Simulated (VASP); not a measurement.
# CaSe: restarted molecular dynamics, 2 variants

CaSe, Fm-3m (no. 225), 8 atoms in the cell. PBE, molecular dynamics; PAW potentials Se, Ca_pv (PBE set).

| Restart from | Temperature at the end (K) | The same without a restart (K) | Potential energy at the end (eV/atom) | The same without a restart (eV/atom) | Electronic steps in the first step after the restart | Time (s) |
|---|---|---|---|---|---|---|
| CONTCAR with velocities, WAVECAR read | 110.0 | 110.0 | -4.70957 | -4.70958 | 5 | 208 |
| CONTCAR with velocities, no WAVECAR | 110.0 | 110.0 | -4.70958 | -4.70958 | 14 | 212 |

Limits: 120 fs of 8 atoms are too short for converged averages.

## Input of the first row

INCAR.step1:
```
SYSTEM = CaSe
GGA = PE ; PREC = Normal
ENCUT = 210 ; EDIFF = 1E-6
NELMIN = 4 ; NELM = 60
ALGO = Normal ; LREAL = Auto
LASPH = .TRUE. ; ISMEAR = 0
SIGMA = 0.05 ; ISYM = 0
LWAVE = .TRUE. ; LCHARG = .FALSE.
IBRION = 0 ; NSW = 30
POTIM = 2.0 ; TEBEG = 600
ISIF = 2 ; RANDOM_SEED = 564497 0 0
MDALGO = 2 ; SMASS = -3
KPAR = 2
```

INCAR.step2, as INCAR.step1 but for:
```
- LWAVE = .TRUE.
+ LWAVE = .FALSE.
```

KPOINTS:
```
k-points
0
Monkhorst-Pack
  2 2 2
```

POSCAR.step1:
```
CaSe
1.0
    5.9120000000      0.0000000000      0.0000000000
    0.0000000000      5.9120000000      0.0000000000
    0.0000000000      0.0000000000      5.9120000000
Se Ca
4 4
Direct
    0.5000000000      0.0000000000      0.0000000000
    0.5000000000      0.5000000000      0.5000000000
    0.0000000000      0.0000000000      0.5000000000
    0.0000000000      0.5000000000      0.0000000000
    0.0000000000      0.0000000000      0.0000000000
    0.0000000000      0.5000000000      0.5000000000
    0.5000000000      0.0000000000      0.5000000000
    0.5000000000      0.5000000000      0.0000000000
```

Commands (each step's output is kept before the next begins):
```
cat potpaw_PBE.64/Se/POTCAR potpaw_PBE.64/Ca_pv/POTCAR > POTCAR
cp INCAR.step1 INCAR
cp POSCAR.step1 POSCAR
mpirun -np 2 vasp_std > vasp.out
cp CONTCAR POSCAR
cp INCAR.step2 INCAR
mpirun -np 2 vasp_std > vasp.out
```

Changes of the last row against the first:
```
(step 1)
- LWAVE = True
+ LWAVE = False
```

VASP 6.6.1 took 208 s on 2 cores (Intel Xeon Platinum 8259CL @ 2.50GHz (Skylake/Cascade Lake)), a shared host.
